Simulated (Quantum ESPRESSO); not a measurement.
The system is RbBr.

```
Rb Br
1.0
     0.00000    3.42700    3.42700
     3.42700    0.00000    3.42700
     3.42700    3.42700    0.00000
Rb Br
1 1
Direct
  0.00000 0.00000 0.00000
  0.50000 0.50000 0.50000
```

- Program: Quantum ESPRESSO 7.5
- Task: relaxation of cell and atoms
- Functional: RPBE
- Dispersion: D4
- Potentials or basis: PseudoDojo 0.4.1 SR PBE standard
- Cutoff: 626 eV
- Density cutoff: 2503 eV
- k mesh: 7 × 7 × 7
- Occupations: fermi-dirac, width 0.05 eV
- Spin: no spin polarisation

At the start: pressure 1.4 GPa; volume 40.25 Å³/atom.

Q: How do energy, volume and symmetry change on relaxing?

A: Over 17 steps the energy falls by 17.0 meV/atom and the volume is 44.80 Å³/atom (+11.3 %); space group Fm-3m (No. 225, to 0.05 Å).

Step by step:
```csv
step,energy change (eV),largest force (eV/Å),pressure (GPa),volume (Å³)
1,0.0000,0.0000,1.38,80.50
2,-0.0035,0.0000,1.29,80.91
3,-0.0098,0.0000,1.13,81.73
4,-0.0174,0.0000,0.91,82.92
5,-0.0247,0.0000,0.65,84.42
6,-0.0305,0.0000,0.38,86.17
7,-0.0336,0.0000,0.12,88.09
8,-0.0337,0.0000,-0.12,90.10
9,-0.0337,0.0000,-0.12,90.09
10,-0.0337,0.0000,-0.12,90.07
11,-0.0337,0.0000,-0.11,90.04
12,-0.0337,0.0000,-0.11,89.99
13,-0.0338,0.0000,-0.10,89.94
14,-0.0338,0.0000,-0.09,89.87
15,-0.0338,0.0000,-0.09,89.80
16,-0.0339,0.0000,-0.08,89.71
17,-0.0339,0.0000,-0.06,89.60
```

Final structure:
```cif
data_structure
_symmetry_space_group_name_H-M 'P 1'
_symmetry_Int_Tables_number 1
_cell_length_a 5.0228
_cell_length_b 5.0228
_cell_length_c 5.0228
_cell_angle_alpha 60.000
_cell_angle_beta 60.000
_cell_angle_gamma 60.000
_cell_volume 89.60
loop_
_atom_site_label
_atom_site_type_symbol
_atom_site_fract_x
_atom_site_fract_y
_atom_site_fract_z
_atom_site_occupancy
Rb1 Rb 0.00000 0.00000 0.00000 1
Br1 Br 0.50000 0.50000 0.50000 1
```

Caveat: the potentials were made for another functional, which shifts forces and pressure.
